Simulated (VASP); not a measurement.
# Yb (P6_3/mmc) in VASP: reference runs

Reference runs on Yb: the cell as given.

Everything below comes from runs of VASP 6.6.1. Logs are shortened: lines on timing, memory, paths and dates and some standing lists are left out, and cuts for length are marked.

## 1. Starting point

The structure is hexagonal, space group P6_3/mmc (No. 194). Conventional cell: a = 3.880 Å, b = 3.880 Å, c = 6.386 Å, α = 90.00°, β = 90.00°, γ = 120.00°. Yb (site symmetry -6m2) has 12 Yb at 3.88 to 3.90 Å as nearest neighbours.

This isn't the form of Yb at room conditions, which is fcc.

## 2. Single point, PBE, collinear spin, ferromagnetic start

The input, INCAR:

```
ALGO = Normal
EDIFF = 1E-7
ENCUT = 520
GGA = PE
ISIF = 2
ISMEAR = -1
ISPIN = 2
LASPH = T
LCHARG = F
LMAXMIX = 6
LORBIT = 11
LREAL = F
LWAVE = F
MAGMOM = 1 1
NBANDS = 35
NELM = 120
PREC = Accurate
SIGMA = 0.05
```

The input, KPOINTS:

```
k-points
0
Gamma
  8 8 4
```

The input, POSCAR:

```
Yb
1.0
    3.8799000000      0.0000000000      0.0000000000
   -1.9399500000      3.3600919641      0.0000000000
    0.0000000000      0.0000000000      6.3859000000
Yb
2
Direct
    0.6666666667      0.3333333333      0.7500000000
    0.3333333333      0.6666666667      0.2500000000
```

Potentials or basis: VASP PAW PBE potentials, release 64 (Yb).

The run is started by

```sh
> cat potpaw_PBE.64/Yb/POTCAR > POTCAR
> mpirun -np 1 vasp_std > vasp.out
```

OUTCAR:

```text
EDIFF = 1E-7
   ENCUT = 520
   GGA = PE
   ISIF = 2
   ISMEAR = -1
   ISPIN = 2
   LASPH = T
   LORBIT = 11
   LREAL = F
   NELM = 120
   PREC = Accurate

 ion  position               nearest neighbor table
   1  0.667  0.333  0.750-
   2  0.333  0.667  0.250-

  LATTYP: Found a hexagonal cell.
 ALAT       =     3.8799000000
 C/A-ratio  =     1.6458929354

  Lattice vectors:

 A1 = (   3.8799000000,   0.0000000000,   0.0000000000)
 A2 = (  -1.9399500000,   3.3600919641,   0.0000000000)
 A3 = (   0.0000000000,   0.0000000000,   6.3859000000)

Analysis of symmetry for initial positions (statically):
=====================================================================
 Subroutine PRICEL returns:
 Original cell was already a primitive cell.

 Routine SETGRP: Setting up the symmetry group for a
 hexagonal supercell.

 Subroutine GETGRP returns: Found 24 space group operations
 (whereof 12 operations were pure point group operations)
 out of a pool of 24 trial point group operations.

The static configuration has the point symmetry D_3d.
 The point group associated with its full space group is D_6h.

Analysis of symmetry for dynamics (positions and initial velocities):
=====================================================================
 Subroutine PRICEL returns:
 Original cell was already a primitive cell.

 Routine SETGRP: Setting up the symmetry group for a
 hexagonal supercell.

 Subroutine GETGRP returns: Found 24 space group operations
 (whereof 12 operations were pure point group operations)
 out of a pool of 24 trial point group operations.

The dynamic configuration has the point symmetry D_3d.
 The point group associated with its full space group is D_6h.

Analysis of structural, dynamic, and magnetic symmetry:
=====================================================================
 Subroutine PRICEL returns:
 Original cell was already a primitive cell.

 Routine SETGRP: Setting up the symmetry group for a
 hexagonal supercell.

 Subroutine GETGRP returns: Found 24 space group operations
 (whereof 12 operations were pure point group operations)
 out of a pool of 24 trial point group operations.

The overall configuration has the point symmetry D_3d.
 The point group associated with its full space group is D_6h.

 Subroutine INISYM returns: Found 24 space group operations
[... 112 lines left out ...]
   ISMEAR =    -1;   SIGMA  =   0.05  broadening in eV -4-tet -1-fermi 0-gaus
   EFERMI_NEDOS =   21; number of points for ismear=-14 and -15
   IALGO  =     38    algorithm
   IMIX   =      4    mixing-type and parameters
     AMIX     =   0.40;   BMIX     =  1.00
     AMIX_MAG =   1.60;   BMIX_MAG =  1.00
  volume/ion in A,a.u.               =      41.63       280.91
  Fermi-wavevector in a.u.,A,eV,Ry     =   1.362565  2.574875 25.260359  1.856584
  Thomas-Fermi vector in A             =   2.489044
   LORBIT       =     11    0 simple, 1 ext, 2 COOP (PROOUT), +10 PAW based schemes
   GGA     = PE    functional components
   LHFCALC =     F    Hartree Fock is set to
   AEXX    =    0.0000 exact exchange contribution
   IVDW    =     0    specifies the selected vdW correction
   LEPSILON=     F    determine dielectric tensor
   LRPA    =     F    only Hartree local field effects (RPA)
 spin polarized calculation
  energy-cutoff  :      520.00
  volume of cell :       83.25
 maximum number of plane-waves:      2256
 NGX is ok and might be reduce to    30
   NGX = 15   NGY = 15   NGZ = 23

 number of electron      48.0000033 magnetization       0.0023839

 number of electron      48.0000033 magnetization      -0.0027057

 Free energy of the ion-electron system (eV)
  ---------------------------------------------------
  ext. energy  EPLUGINS =         0.00000000
  ---------------------------------------------------
  free energy    TOTEN  =        -7.03122896 eV

  energy without entropy =       -6.99428404  energy(sigma->0) =       -7.01275650

 E-fermi :   1.1415     XC(G=0):  -8.8222

 val. band max:        1.1414865386   @ k =   0.1250   0.1250   0.0000
 cond. band min:       1.1433525489   @ k =   0.1250   0.1250   0.0000
 fundamental gap:      0.0018660103
 Fermi energy:         1.1414991445

 spin component 1

 k-point     1 :       0.0000    0.0000    0.0000
  band No.  band energies     occupation
      1     -50.7026      1.00000
      2     -50.6949      1.00000
      3     -23.1661      1.00000
      4     -22.9955      1.00000
      5     -22.9955      1.00000
      6     -22.9681      1.00000
[... 901 lines left out ...]
     34       6.6434      0.00000
     35       8.1164      0.00000

 [... further k-points ...]

 spin component 2

 k-point     1 :       0.0000    0.0000    0.0000
  band No.  band energies     occupation
      1     -50.7024      1.00000
      2     -50.6946      1.00000
      3     -23.1665      1.00000
      4     -22.9953      1.00000
      5     -22.9953      1.00000
      6     -22.9679      1.00000
[... 901 lines left out ...]
     34       6.6429      0.00000
     35       8.1155      0.00000

 [... further k-points ...]
[... 5 lines left out ...]
  --------------------------------------------------------------------------------------
  -------------------------------------------------------------------------------------
  Total        0.3741059      0.3741059      0.4332295     -0.0000000     -0.0000000      0.0000000
  in kB        7.1996495      7.1996495      8.3374797     -0.0000000     -0.0000000      0.0000000
  external PRESSURE =       7.5789262 kB  Pullay stress =       0.0000000 kB

 VOLUME and BASIS-vectors are now :
 -----------------------------------------------------------------------------
  energy-cutoff  :      520.00
  volume of cell :       83.25
      direct lattice vectors                 reciprocal lattice vectors
     3.879900000  0.000000000  0.000000000     0.257738602  0.148805451  0.000000000
    -1.939950000  3.360091964  0.000000000     0.000000000  0.297610902  0.000000000
     0.000000000  0.000000000  6.385900000     0.000000000  0.000000000  0.156594998

 POSITION                                       TOTAL-FORCE (eV/Angst)
 -----------------------------------------------------------------------------------
      1.93995      1.12003      4.78943         0.000000     -0.000000      0.000000
     -0.00000      2.24006      1.59648        -0.000000      0.000000     -0.000000
 -----------------------------------------------------------------------------------
    total drift:                               -0.000000      0.000000     -0.000000

  FREE ENERGIE OF THE ION-ELECTRON SYSTEM (eV)
  ---------------------------------------------------
  free  energy   TOTEN  =        -7.0312289630 eV

  energy  without entropy=       -6.9942840376  energy(sigma->0) =       -7.01275650

 total charge

# of ion       s       p       d       f       tot
--------------------------------------------------
    1        2.212   5.980   0.205  13.647  22.044
    2        2.212   5.980   0.205  13.647  22.044
--------------------------------------------------
tot          4.425  11.959   0.409  27.294  44.087

 magnetization (x)

# of ion       s       p       d       f       tot
--------------------------------------------------
    1        0.000  -0.000  -0.000   0.001   0.000
    2        0.000  -0.000  -0.000   0.001   0.000
--------------------------------------------------
tot          0.000  -0.000  -0.001   0.001   0.000
```

stdout:

```text
POSCAR found type information on POSCAR Yb
 POSCAR found :  1 types and       2 ions
 scaLAPACK will be used
 LDA part: xc-table for (Slater+PW92), standard interpolation
 POSCAR, INCAR and KPOINTS ok, starting setup
 FFT: planning ... GRIDC
 FFT: planning ... GRID_SOFT
 FFT: planning ... GRID
 WAVECAR not read
 entering main loop
```

Run time: 13 min. Hardware: 1 thread of AMD EPYC 9R45 (Zen 5), shared host; peak memory 0.29 GiB.

Results:

```yaml
Free_energy: -7.0312 eV
Pressure: 0.8 GPa
Band_gap_on_the_k_mesh: none (metal or under the smearing width)
Net_moment: 0.00 μB per cell
Valence_electrons_inside_the_program's_atomic_spheres: Yb 22.04
```

Stress tensor (GPa, compression positive):
```
0.72 0.00 0.00
0.00 0.72 0.00
0.00 0.00 0.83
```

Levels at points of the mesh, in eV from the Fermi level:
Spin up:
| k point | band 21 | band 22 | band 23 | band 24 | band 25 | band 26 | band 27 | band 28 |
| --- | --- | --- | --- | --- | --- | --- | --- | --- |
| (0.00, 0.00, 0.00) | -0.30 | -0.30 | -0.28 | -0.28 | 0.09 | 2.64 | 2.70 | 2.70 |
| (0.50, 0.00, 0.00) | -0.30 | -0.29 | -0.28 | -0.28 | 0.04 | 0.22 | 1.53 | 2.18 |
| (0.00, 0.00, 0.50) | -0.29 | -0.29 | -0.28 | -0.28 | 1.46 | 1.46 | 2.69 | 2.69 |
| (0.50, 0.00, 0.50) | -0.30 | -0.30 | -0.29 | -0.29 | 0.30 | 0.30 | 1.53 | 1.53 |
Spin down:
| k point | band 21 | band 22 | band 23 | band 24 | band 25 | band 26 | band 27 | band 28 |
| --- | --- | --- | --- | --- | --- | --- | --- | --- |
| (0.00, 0.00, 0.00) | -0.30 | -0.30 | -0.28 | -0.28 | 0.09 | 2.64 | 2.70 | 2.70 |
| (0.50, 0.00, 0.00) | -0.30 | -0.29 | -0.28 | -0.28 | 0.04 | 0.22 | 1.53 | 2.18 |
| (0.00, 0.00, 0.50) | -0.29 | -0.29 | -0.28 | -0.28 | 1.45 | 1.45 | 2.69 | 2.69 |
| (0.50, 0.00, 0.50) | -0.30 | -0.30 | -0.29 | -0.29 | 0.29 | 0.29 | 1.53 | 1.53 |

Caveat: spin-orbit coupling is left out, which moves the levels of the heavy elements.
